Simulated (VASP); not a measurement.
Set up this calculation in VASP 6.6.1, as the native input.

```yaml
Task: band structure
Functional: PBE
Potentials_or_basis: VASP PAW PBE potentials, release 54 (Mo, Se)
Cutoff: 500 eV
k_mesh: 9 × 9 × 2
Occupations: fermi-dirac, width 0.05 eV
Spin: no spin polarisation
Further_INCAR_settings: ALGO = Fast; EDIFF = 1e-06
```

The system is MoSe2.

```
CELL_PARAMETERS angstrom
3.28800 0.00000 0.00000
-1.64400 2.84749 0.00000
0.00000 0.00000 12.90000
ATOMIC_POSITIONS crystal
Mo 0.66667 0.33333 0.75000
Mo 0.33333 0.66667 0.25000
Se 0.66667 0.33333 0.37500
Se 0.33333 0.66667 0.87500
Se 0.66667 0.33333 0.12500
Se 0.33333 0.66667 0.62500
```

One way to write it, as run:

POSCAR

```
MoSe2
1.0
    3.2880000000      0.0000000000      0.0000000000
   -1.6440000000      2.8474915276      0.0000000000
    0.0000000000      0.0000000000     12.9000000000
Mo Se
2 4
Direct
    0.6666666667      0.3333333333      0.7500000000
    0.3333333333      0.6666666667      0.2500000000
    0.6666666667      0.3333333333      0.3750000000
    0.3333333333      0.6666666667      0.8750000000
    0.6666666667      0.3333333333      0.1250000000
    0.3333333333      0.6666666667      0.6250000000
```

INCAR.step1

```
SYSTEM = MoSe2
PREC     = Accurate       ! precision mode
ENCUT    = 500            ! plane-wave cutoff, eV
EDIFF    = 1E-6           ! SCF threshold, eV
ISMEAR   = -1             ! smearing method
SIGMA    = 0.05           ! smearing width, eV
LREAL    = .FALSE.        ! projectors in reciprocal space
LASPH    = .TRUE.         ! aspherical terms in the spheres
NELM     = 100            ! most SCF steps
ALGO     = Fast           ! electronic algorithm
ISIF     = 2              ! what is computed and relaxed
LWAVE    = .FALSE.        ! write WAVECAR
LCHARG   = .TRUE.         ! write CHGCAR
LMAXMIX  = 4              ! l up to which the mixer works
GGA      = PE             ! functional
```

KPOINTS.step1

```
Automatic mesh
0
G
  9 9 2
  0 0 0
```

INCAR.step2

```
SYSTEM = MoSe2
PREC     = Accurate       ! precision mode
ENCUT    = 500            ! plane-wave cutoff, eV
EDIFF    = 1E-6           ! SCF threshold, eV
ISMEAR   = 0              ! smearing method
SIGMA    = 0.05           ! smearing width, eV
LREAL    = .FALSE.        ! projectors in reciprocal space
LASPH    = .TRUE.         ! aspherical terms in the spheres
NELM     = 100            ! most SCF steps
ALGO     = Fast           ! electronic algorithm
ISIF     = 2              ! what is computed and relaxed
LWAVE    = .FALSE.        ! write WAVECAR
LCHARG   = .FALSE.        ! write CHGCAR
LMAXMIX  = 4              ! l up to which the mixer works
GGA      = PE             ! functional
ICHARG   = 11             ! starting density
```

KPOINTS.step2

```
path GMKGALHA,LM,KH
15
line-mode
reciprocal
 0.0000000000  0.0000000000  0.0000000000  G
 0.5000000000  0.0000000000  0.0000000000  M

 0.5000000000  0.0000000000  0.0000000000  M
 0.3333333333  0.3333333333  0.0000000000  K

 0.3333333333  0.3333333333  0.0000000000  K
 0.0000000000  0.0000000000  0.0000000000  G

 0.0000000000  0.0000000000  0.0000000000  G
 0.0000000000  0.0000000000  0.5000000000  A

 0.0000000000  0.0000000000  0.5000000000  A
 0.5000000000  0.0000000000  0.5000000000  L

 0.5000000000  0.0000000000  0.5000000000  L
 0.3333333333  0.3333333333  0.5000000000  H

 0.3333333333  0.3333333333  0.5000000000  H
 0.0000000000  0.0000000000  0.5000000000  A

 0.5000000000  0.0000000000  0.5000000000  L
 0.5000000000  0.0000000000  0.0000000000  M

 0.3333333333  0.3333333333  0.0000000000  K
 0.3333333333  0.3333333333  0.5000000000  H
```

Potentials or basis: VASP PAW PBE potentials, release 54 (Mo, Se).

Run with:

```sh
$ cat potpaw_PBE.54/Mo/POTCAR potpaw_PBE.54/Se/POTCAR > POTCAR
$ cp INCAR.step1 INCAR
$ cp KPOINTS.step1 KPOINTS
$ mpirun -np 1 vasp_std > vasp.out
$ cp INCAR.step2 INCAR
$ cp KPOINTS.step2 KPOINTS
$ mpirun -np 1 vasp_std > vasp.out
```

Results of the run:

The band gap on the k mesh is 0.89 eV, indirect (least direct gap 1.37 eV). The band gap along the path is 0.86 eV, indirect (least direct gap 1.37 eV).

Caveat: the log is that of the step along the path at fixed density, whose energy, stress, charges and moments have no meaning.

Wall time 2.2 min on 1 thread of Intel(R) Xeon(R) 6975P-C (Granite Rapids), on a shared host, peak memory 0.44 GiB.
